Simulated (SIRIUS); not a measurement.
# Ti (P6_3/mmc) in SIRIUS: further runs, part 2 of 2

SIRIUS 7.12.0. The steps go on from the part before.

## Step 5: Equation of state, PBEsol, 17.64 Å³/atom

File sirius.json:

```json
{
  "control": {
    "processing_unit": "cpu",
    "std_evp_solver_name": "lapack",
    "gen_evp_solver_name": "lapack",
    "verbosity": 2,
    "print_forces": false,
    "ortho_rf": true,
    "use_second_variation": true,
    "rmt_max": 3.0,
    "num_bands_to_print": 23,
    "save_wf": true
  },
  "parameters": {
    "electronic_structure_method": "full_potential_lapwlo",
    "xc_functionals": ["XC_GGA_X_PBE_SOL", "XC_GGA_C_PBE_SOL"],
    "core_relativity": "dirac",
    "valence_relativity": "iora",
    "num_fv_states": 23,
    "smearing": "fermi_dirac",
    "smearing_width": 0.0018374661,
    "pw_cutoff": 20,
    "gk_cutoff": 3.67,
    "lmax_apw": 10,
    "lmax_rho": 8,
    "lmax_pot": 8,
    "num_mag_dims": 0,
    "auto_rmt": 0,
    "ngridk": [10, 10, 6],
    "shiftk": [0, 0, 0],
    "num_dft_iter": 80,
    "energy_tol": 1e-07,
    "density_tol": 1e-05,
    "use_symmetry": true
  },
  "settings": {"tol_ne": 1e-10},
  "iterative_solver": {"type": "exact"},
  "mixer": {"type": "anderson", "beta": 0.5, "max_history": 8},
  "unit_cell": {
    "lattice_vectors": [[5.5746920676, 0.0, 0.0], [-2.7873460338, 4.8278249489, 0.0], [0.0, 0.0, 8.8439182632]],
    "atom_types": ["Ti"],
    "atom_files": {"Ti": "Ti.json"},
    "atoms": {"Ti": [[0.6666666667, 0.3333333333, 0.75], [0.3333333333, 0.6666666667, 0.25]]}
  }
}
```

File Ti.json:

```json
{
  "name": "titanium",
  "symbol": "Ti",
  "number": 22,
  "mass": 47.867,
  "rmin": 1e-06,
  "rmt": 2.4,
  "nrmt": 800,
  "rinf": 17.51,
  "core": "1s2s2p",
  "valence": [
    {"basis": [{"enu": 0.09, "dme": 0, "n": 0, "auto": 0}, {"enu": 0.09, "dme": 1, "n": 0, "auto": 0}]},
    {"l": 0, "n": 1, "basis": [{"enu": 0.19, "dme": 0, "n": 0, "auto": 0}]},
    {"l": 1, "n": 2, "basis": [{"enu": 0.19, "dme": 0, "n": 0, "auto": 0}]},
    {"l": 2, "n": 3, "basis": [{"enu": 0.19, "dme": 0, "n": 0, "auto": 0}]},
    {"l": 3, "n": 4, "basis": [{"enu": 0.19, "dme": 0, "n": 0, "auto": 0}]}
  ],
  "lo": [
    {"l": 0, "basis": [{"enu": 0.19, "dme": 0, "n": 0, "auto": 0}, {"enu": 0.19, "dme": 1, "n": 0, "auto": 0}]},
    {
      "l": 0,
      "basis": [{"enu": -1.9303, "dme": 0, "n": 3, "auto": 1}, {"enu": -1.9303, "dme": 1, "n": 3, "auto": 1}]
    },
    {
      "l": 0,
      "basis": [{"enu": -1.9303, "dme": 1, "n": 3, "auto": 1}, {"enu": 0.19, "dme": 0, "n": 0, "auto": 0}]
    },
    {"l": 0, "basis": [{"enu": 0.19, "dme": 0, "n": 0, "auto": 0}, {"enu": 2.9678, "dme": 0, "n": 0, "auto": 0}]},
    {"l": 1, "basis": [{"enu": 0.19, "dme": 0, "n": 0, "auto": 0}, {"enu": 0.19, "dme": 1, "n": 0, "auto": 0}]},
    {
      "l": 1,
      "basis": [{"enu": -1.0703, "dme": 0, "n": 3, "auto": 1}, {"enu": -1.0703, "dme": 1, "n": 3, "auto": 1}]
    },
    {
      "l": 1,
      "basis": [{"enu": -1.0703, "dme": 1, "n": 3, "auto": 1}, {"enu": 0.19, "dme": 0, "n": 0, "auto": 0}]
    },
    {"l": 1, "basis": [{"enu": 0.19, "dme": 0, "n": 0, "auto": 0}, {"enu": 3.3844, "dme": 0, "n": 0, "auto": 0}]},
    {"l": 2, "basis": [{"enu": 0.19, "dme": 0, "n": 0, "auto": 0}, {"enu": 0.19, "dme": 1, "n": 0, "auto": 0}]},
    {"l": 2, "basis": [{"enu": 0.19, "dme": 1, "n": 0, "auto": 0}, {"enu": 0.19, "dme": 2, "n": 0, "auto": 0}]},
    {"l": 2, "basis": [{"enu": 0.19, "dme": 0, "n": 0, "auto": 0}, {"enu": 2.8983, "dme": 0, "n": 0, "auto": 0}]},
    {"l": 3, "basis": [{"enu": 0.19, "dme": 0, "n": 0, "auto": 0}, {"enu": 0.19, "dme": 1, "n": 0, "auto": 0}]},
    {"l": 3, "basis": [{"enu": 0.19, "dme": 0, "n": 0, "auto": 0}, {"enu": 3.2108, "dme": 0, "n": 0, "auto": 0}]}
  ],
  "free_atom": [... radial grid and density of the free atom, the start of the SCF ...]
}
```

File sirius_start.json:

```json
{
  "control": {
    "processing_unit": "cpu",
    "std_evp_solver_name": "lapack",
    "gen_evp_solver_name": "lapack",
    "verbosity": 1,
    "print_forces": false,
    "ortho_rf": true,
    "use_second_variation": true,
    "rmt_max": 3.0,
    "num_bands_to_print": 23,
    "save_wf": false
  },
  "parameters": {
    "electronic_structure_method": "full_potential_lapwlo",
    "xc_functionals": ["XC_LDA_X", "XC_LDA_C_PW"],
    "core_relativity": "dirac",
    "valence_relativity": "iora",
    "num_fv_states": 23,
    "smearing": "fermi_dirac",
    "smearing_width": 0.0055123983,
    "pw_cutoff": 20,
    "gk_cutoff": 2.93,
    "lmax_apw": 10,
    "lmax_rho": 8,
    "lmax_pot": 8,
    "num_mag_dims": 0,
    "auto_rmt": 0,
    "ngridk": [4, 4, 2],
    "shiftk": [0, 0, 0],
    "num_dft_iter": 30,
    "energy_tol": 0.01,
    "density_tol": 0.05,
    "use_symmetry": true
  },
  "settings": {"tol_ne": 1e-10},
  "iterative_solver": {"type": "exact"},
  "mixer": {"type": "anderson", "beta": 0.5, "max_history": 8},
  "unit_cell": {
    "lattice_vectors": [[5.5746920676, 0.0, 0.0], [-2.7873460338, 4.8278249489, 0.0], [0.0, 0.0, 8.8439182632]],
    "atom_types": ["Ti"],
    "atom_files": {"Ti": "Ti.json"},
    "atoms": {"Ti": [[0.6666666667, 0.3333333333, 0.75], [0.3333333333, 0.6666666667, 0.25]]}
  }
}
```

The run is started by

```bash
OMP_NUM_THREADS=1 sirius.scf --input=sirius_start.json --output=start.json
OMP_NUM_THREADS=1 sirius.scf --input=sirius.json --output=output.json --task=1
```

It took 43 s on 1 thread of Arm Neoverse V1, shared host; peak memory 0.44 GiB.

It converged, with:

```yaml
Free_energy: -46415.6211 eV
Band_gap_on_the_k_mesh: none (metal or under the smearing width)
All_electrons_inside_the_program's_atomic_spheres: Ti 20.34 (radii Ti 2.4 bohr)
```

## Step 6: Equation of state, PBEsol, 17.99 Å³/atom (volume scaled by 1.02)

Changes to sirius.json since step 5:

```diff
@@ -39,3 +39,3 @@
   "unit_cell": {
-    "lattice_vectors": [[5.5746920676, 0.0, 0.0], [-2.7873460338, 4.8278249489, 0.0], [0.0, 0.0, 8.8439182632]],
+    "lattice_vectors": [[5.6116116341, 0.0, 0.0], [-2.805805817, 4.8597982313, 0.0], [0.0, 0.0, 8.9024889652]],
     "atom_types": ["Ti"],
```

File Ti.json:

```json
{
  "name": "titanium",
  "symbol": "Ti",
  "number": 22,
  "mass": 47.867,
  "rmin": 1e-06,
  "rmt": 2.4,
  "nrmt": 800,
  "rinf": 17.51,
  "core": "1s2s2p",
  "valence": [
    {"basis": [{"enu": 0.08, "dme": 0, "n": 0, "auto": 0}, {"enu": 0.08, "dme": 1, "n": 0, "auto": 0}]},
    {"l": 0, "n": 1, "basis": [{"enu": 0.18, "dme": 0, "n": 0, "auto": 0}]},
    {"l": 1, "n": 2, "basis": [{"enu": 0.18, "dme": 0, "n": 0, "auto": 0}]},
    {"l": 2, "n": 3, "basis": [{"enu": 0.18, "dme": 0, "n": 0, "auto": 0}]},
    {"l": 3, "n": 4, "basis": [{"enu": 0.18, "dme": 0, "n": 0, "auto": 0}]}
  ],
  "lo": [
    {"l": 0, "basis": [{"enu": 0.18, "dme": 0, "n": 0, "auto": 0}, {"enu": 0.18, "dme": 1, "n": 0, "auto": 0}]},
    {
      "l": 0,
      "basis": [{"enu": -1.9403, "dme": 0, "n": 3, "auto": 1}, {"enu": -1.9403, "dme": 1, "n": 3, "auto": 1}]
    },
    {
      "l": 0,
      "basis": [{"enu": -1.9403, "dme": 1, "n": 3, "auto": 1}, {"enu": 0.18, "dme": 0, "n": 0, "auto": 0}]
    },
    {"l": 0, "basis": [{"enu": 0.18, "dme": 0, "n": 0, "auto": 0}, {"enu": 2.9578, "dme": 0, "n": 0, "auto": 0}]},
    {"l": 1, "basis": [{"enu": 0.18, "dme": 0, "n": 0, "auto": 0}, {"enu": 0.18, "dme": 1, "n": 0, "auto": 0}]},
    {
      "l": 1,
      "basis": [{"enu": -1.0803, "dme": 0, "n": 3, "auto": 1}, {"enu": -1.0803, "dme": 1, "n": 3, "auto": 1}]
    },
    {
      "l": 1,
      "basis": [{"enu": -1.0803, "dme": 1, "n": 3, "auto": 1}, {"enu": 0.18, "dme": 0, "n": 0, "auto": 0}]
    },
    {"l": 1, "basis": [{"enu": 0.18, "dme": 0, "n": 0, "auto": 0}, {"enu": 3.3744, "dme": 0, "n": 0, "auto": 0}]},
    {"l": 2, "basis": [{"enu": 0.18, "dme": 0, "n": 0, "auto": 0}, {"enu": 0.18, "dme": 1, "n": 0, "auto": 0}]},
    {"l": 2, "basis": [{"enu": 0.18, "dme": 1, "n": 0, "auto": 0}, {"enu": 0.18, "dme": 2, "n": 0, "auto": 0}]},
    {"l": 2, "basis": [{"enu": 0.18, "dme": 0, "n": 0, "auto": 0}, {"enu": 2.8883, "dme": 0, "n": 0, "auto": 0}]},
    {"l": 3, "basis": [{"enu": 0.18, "dme": 0, "n": 0, "auto": 0}, {"enu": 0.18, "dme": 1, "n": 0, "auto": 0}]},
    {"l": 3, "basis": [{"enu": 0.18, "dme": 0, "n": 0, "auto": 0}, {"enu": 3.2008, "dme": 0, "n": 0, "auto": 0}]}
  ],
  "free_atom": [... radial grid and density of the free atom, the start of the SCF ...]
}
```

Changes to sirius_start.json since step 5:

```diff
@@ -39,3 +39,3 @@
   "unit_cell": {
-    "lattice_vectors": [[5.5746920676, 0.0, 0.0], [-2.7873460338, 4.8278249489, 0.0], [0.0, 0.0, 8.8439182632]],
+    "lattice_vectors": [[5.6116116341, 0.0, 0.0], [-2.805805817, 4.8597982313, 0.0], [0.0, 0.0, 8.9024889652]],
     "atom_types": ["Ti"],
```

Potentials or basis: all-electron FP-LAPW, apw+lo standard.

The run is started by

```bash
OMP_NUM_THREADS=1 sirius.scf --input=sirius_start.json --output=start.json
OMP_NUM_THREADS=1 sirius.scf --input=sirius.json --output=output.json --task=1
```

Run time: 43 s. Hardware: 1 thread of Arm Neoverse V1, shared host; peak memory 0.44 GiB.

Results (log left out):

```
Free energy                                       : -46415.5917 eV
Band gap on the k mesh                            : none (metal or under the smearing width)
All electrons inside the program's atomic spheres : Ti 20.31 (radii Ti 2.4 bohr)
```

## Step 7: Equation of state, PBEsol, 18.34 Å³/atom (volume scaled by 1.04)

Changes to sirius.json since step 6:

```diff
@@ -39,3 +39,3 @@
   "unit_cell": {
-    "lattice_vectors": [[5.6116116341, 0.0, 0.0], [-2.805805817, 4.8597982313, 0.0], [0.0, 0.0, 8.9024889652]],
+    "lattice_vectors": [[5.6480516918, 0.0, 0.0], [-2.8240258458, 4.891356247, 0.0], [0.0, 0.0, 8.9602989551]],
     "atom_types": ["Ti"],
```

Ti.json is that of step 6.

Changes to sirius_start.json since step 6:

```diff
@@ -39,3 +39,3 @@
   "unit_cell": {
-    "lattice_vectors": [[5.6116116341, 0.0, 0.0], [-2.805805817, 4.8597982313, 0.0], [0.0, 0.0, 8.9024889652]],
+    "lattice_vectors": [[5.6480516918, 0.0, 0.0], [-2.8240258458, 4.891356247, 0.0], [0.0, 0.0, 8.9602989551]],
     "atom_types": ["Ti"],
```

The run is started by

```bash
OMP_NUM_THREADS=1 sirius.scf --input=sirius_start.json --output=start.json
OMP_NUM_THREADS=1 sirius.scf --input=sirius.json --output=output.json --task=1
```

Wall time 44 s (1 thread of Arm Neoverse V1, shared host); peak memory 0.44 GiB.

It converged, with:

```
Free energy                                       : -46415.5543 eV
Band gap on the k mesh                            : none (metal or under the smearing width)
All electrons inside the program's atomic spheres : Ti 20.29 (radii Ti 2.4 bohr)
```

## Step 8: Equation of state, PBEsol, 18.69 Å³/atom (volume scaled by 1.06)

Changes to sirius.json since step 7:

```diff
@@ -39,3 +39,3 @@
   "unit_cell": {
-    "lattice_vectors": [[5.6480516918, 0.0, 0.0], [-2.8240258458, 4.891356247, 0.0], [0.0, 0.0, 8.9602989551]],
+    "lattice_vectors": [[5.6840275131, 0.0, 0.0], [-2.8420137567, 4.9225122224, 0.0], [0.0, 0.0, 9.0173724616]],
     "atom_types": ["Ti"],
```

File Ti.json:

```json
{
  "name": "titanium",
  "symbol": "Ti",
  "number": 22,
  "mass": 47.867,
  "rmin": 1e-06,
  "rmt": 2.4,
  "nrmt": 800,
  "rinf": 17.51,
  "core": "1s2s2p",
  "valence": [
    {"basis": [{"enu": 0.07, "dme": 0, "n": 0, "auto": 0}, {"enu": 0.07, "dme": 1, "n": 0, "auto": 0}]},
    {"l": 0, "n": 1, "basis": [{"enu": 0.17, "dme": 0, "n": 0, "auto": 0}]},
    {"l": 1, "n": 2, "basis": [{"enu": 0.17, "dme": 0, "n": 0, "auto": 0}]},
    {"l": 2, "n": 3, "basis": [{"enu": 0.17, "dme": 0, "n": 0, "auto": 0}]},
    {"l": 3, "n": 4, "basis": [{"enu": 0.17, "dme": 0, "n": 0, "auto": 0}]}
  ],
  "lo": [
    {"l": 0, "basis": [{"enu": 0.17, "dme": 0, "n": 0, "auto": 0}, {"enu": 0.17, "dme": 1, "n": 0, "auto": 0}]},
    {
      "l": 0,
      "basis": [{"enu": -1.9503, "dme": 0, "n": 3, "auto": 1}, {"enu": -1.9503, "dme": 1, "n": 3, "auto": 1}]
    },
    {
      "l": 0,
      "basis": [{"enu": -1.9503, "dme": 1, "n": 3, "auto": 1}, {"enu": 0.17, "dme": 0, "n": 0, "auto": 0}]
    },
    {"l": 0, "basis": [{"enu": 0.17, "dme": 0, "n": 0, "auto": 0}, {"enu": 2.9478, "dme": 0, "n": 0, "auto": 0}]},
    {"l": 1, "basis": [{"enu": 0.17, "dme": 0, "n": 0, "auto": 0}, {"enu": 0.17, "dme": 1, "n": 0, "auto": 0}]},
    {
      "l": 1,
      "basis": [{"enu": -1.0903, "dme": 0, "n": 3, "auto": 1}, {"enu": -1.0903, "dme": 1, "n": 3, "auto": 1}]
    },
    {
      "l": 1,
      "basis": [{"enu": -1.0903, "dme": 1, "n": 3, "auto": 1}, {"enu": 0.17, "dme": 0, "n": 0, "auto": 0}]
    },
    {"l": 1, "basis": [{"enu": 0.17, "dme": 0, "n": 0, "auto": 0}, {"enu": 3.3644, "dme": 0, "n": 0, "auto": 0}]},
    {"l": 2, "basis": [{"enu": 0.17, "dme": 0, "n": 0, "auto": 0}, {"enu": 0.17, "dme": 1, "n": 0, "auto": 0}]},
    {"l": 2, "basis": [{"enu": 0.17, "dme": 1, "n": 0, "auto": 0}, {"enu": 0.17, "dme": 2, "n": 0, "auto": 0}]},
    {"l": 2, "basis": [{"enu": 0.17, "dme": 0, "n": 0, "auto": 0}, {"enu": 2.8783, "dme": 0, "n": 0, "auto": 0}]},
    {"l": 3, "basis": [{"enu": 0.17, "dme": 0, "n": 0, "auto": 0}, {"enu": 0.17, "dme": 1, "n": 0, "auto": 0}]},
    {"l": 3, "basis": [{"enu": 0.17, "dme": 0, "n": 0, "auto": 0}, {"enu": 3.1908, "dme": 0, "n": 0, "auto": 0}]}
  ],
  "free_atom": [... radial grid and density of the free atom, the start of the SCF ...]
}
```

Changes to sirius_start.json since step 7:

```diff
@@ -39,3 +39,3 @@
   "unit_cell": {
-    "lattice_vectors": [[5.6480516918, 0.0, 0.0], [-2.8240258458, 4.891356247, 0.0], [0.0, 0.0, 8.9602989551]],
+    "lattice_vectors": [[5.6840275131, 0.0, 0.0], [-2.8420137567, 4.9225122224, 0.0], [0.0, 0.0, 9.0173724616]],
     "atom_types": ["Ti"],
```

The run is started by

```bash
OMP_NUM_THREADS=1 sirius.scf --input=sirius_start.json --output=start.json
OMP_NUM_THREADS=1 sirius.scf --input=sirius.json --output=output.json --task=1
```

It took 45 s on 1 thread of Arm Neoverse V1, shared host; peak memory 0.45 GiB.

It converged, with:

* Free energy: -46415.5101 eV
* Band gap on the k mesh: none (metal or under the smearing width)
* All electrons inside the program's atomic spheres: Ti 20.27 (radii Ti 2.4 bohr)

## Step 9: Equation of state, PBEsol

Potentials or basis: all-electron FP-LAPW, apw+lo standard.

No new run: the results of the series are fitted here.

Results:

* Equilibrium volume: 16.73 Å³/atom
* Bulk modulus at fixed shape and positions: 121 GPa
* Pressure derivative of the bulk modulus: 3.9

Energy against volume, from the lowest point:
| volume (Å³/atom) | energy (meV/atom) |
| --- | --- |
| 16.577 | 0.00 |
| 16.930 | 0.40 |
| 17.283 | 6.02 |
| 17.636 | 16.50 |
| 17.988 | 31.20 |
| 18.341 | 49.87 |
| 18.694 | 72.00 |

Caveat: the cell was scaled at fixed shape and fractional positions, which overstates the stiffness of a crystal with free parameters, most of all of layers and chains.
